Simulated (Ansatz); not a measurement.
Wanted: the native input for an Ansatz 0.2.0 run.

```yaml
Task: band structure
Functional: PBEsol
Potentials_or_basis: Ansatz PAW
Cutoff: "420 eV (not typed: the program's choice for these potentials)"
k_mesh: 11 × 11 × 10
Occupations: fermi-dirac, width 0.05 eV
Spin: no spin polarisation
Path: "[[\"G\", \"X\", \"S\", \"R\", \"A\", \"Z\", \"G\", \"Y\", \"X1\", \"A1\", \"T\", \"Y\"], [\"Z\", \"T\"]]"
Points_for_each_segment_of_the_path: 14
```

Crystal: Ge.

```
Ge
1.0
     1.39715   -2.60052    0.00000
     1.39715    2.60052    0.00000
     0.00000    0.00000    2.69823
Ge
1
Direct
  0.50000 0.50000 0.00000
```

This isn't the form of Ge at room conditions, which is diamond.

These files were run (other wordings do the same):

input.yaml

```yaml
crystal:
  lattice:
    - [1.397149, -2.600516, 0.0]
    - [1.397149, 2.600516, 0.0]
    - [0.0, 0.0, 2.698231]
  atoms:
    - { symbol: Ge, position: [0.5, 0.5, 0.0] }
hamiltonian:
  xc: pbesol
  pseudopotentials: { kind: paw }
kpoints:
  mp_grid: { grid: [11, 11, 10] }
  band_path:
    path:
      - [[0.0, 0.0, 0.0], [0.3221616403, 0.3221616403, 0.0], [0.0, 0.5, 0.0], [0.0, 0.5, 0.5], [0.3221616403, 0.3221616403, 0.5], [0.0, 0.0, 0.5], [0.0, 0.0, 0.0], [-0.5, 0.5, 0.0], [-0.3221616403, 0.6778383597, 0.0], [-0.3221616403, 0.6778383597, 0.5], [-0.5, 0.5, 0.5], [-0.5, 0.5, 0.0]]
      - [[0.0, 0.0, 0.5], [-0.5, 0.5, 0.5]]
    npoints: 14
scf:
  occupations: { method: fermi_dirac, width: 0.05 }
  n_extra_bands: 6
output:
  forces: true
  stress: true
  eigenvalues: true
  fatbands: true
```

Potentials or basis: Ansatz PAW.

Launch:

```bash
$ ansatz run input.yaml --threads 2 --pin off --max-ram 5632MiB --backend cpu --events-out ev --progress --plain --runs-dir out
```

It gave:

```yaml
Pressure: -4.1 GPa
Band_gap_on_the_k_mesh: none (metal or under the smearing width)
```

Caveat: the PAW data sets come from PBE, with cores solved anew for the run's functional, which leaves a small shift of forces and pressure.

Wall time 2.9 s on 2 threads of Arm Neoverse V1, on a shared host, peak memory 0.32 GiB.
